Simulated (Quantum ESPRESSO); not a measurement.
The system is Be2C.

```
CELL_PARAMETERS angstrom
0.00000 2.16500 2.16500
2.16500 0.00000 2.16500
2.16500 2.16500 0.00000
ATOMIC_POSITIONS crystal
C 0.00000 0.00000 0.00000
Be 0.75000 0.75000 0.75000
Be 0.25000 0.25000 0.25000
```

Program: Quantum ESPRESSO 7.5. Alike in all runs: task dielectric tensor; no spin polarisation; cell as given; k mesh 10 × 10 × 10, shifted; cutoff (eV) 1197; smearing fermi-dirac 0.05 eV.

Question: Order these runs on this cell by their pressure, lowest first.
A. level AM05; potentials or basis PseudoDojo 0.4.1 SR PBE standard
B. level BLYP; potentials or basis PseudoDojo 0.4.1 SR PBE standard
C. level LDA; potentials or basis PseudoDojo 0.4.1 SR LDA standard; form of the LDA correlation PW92
D. level PBE; potentials or basis PseudoDojo 0.4.1 SR PBE standard

Answer: C (-8.4 GPa), A (-1.5 GPa), D (0.6 GPa), B (3.6 GPa).

Caveats: the potentials were made for another functional, which shifts forces and pressure (some runs); the cell is more than 3 GPa from zero pressure, which shifts response properties (some runs).
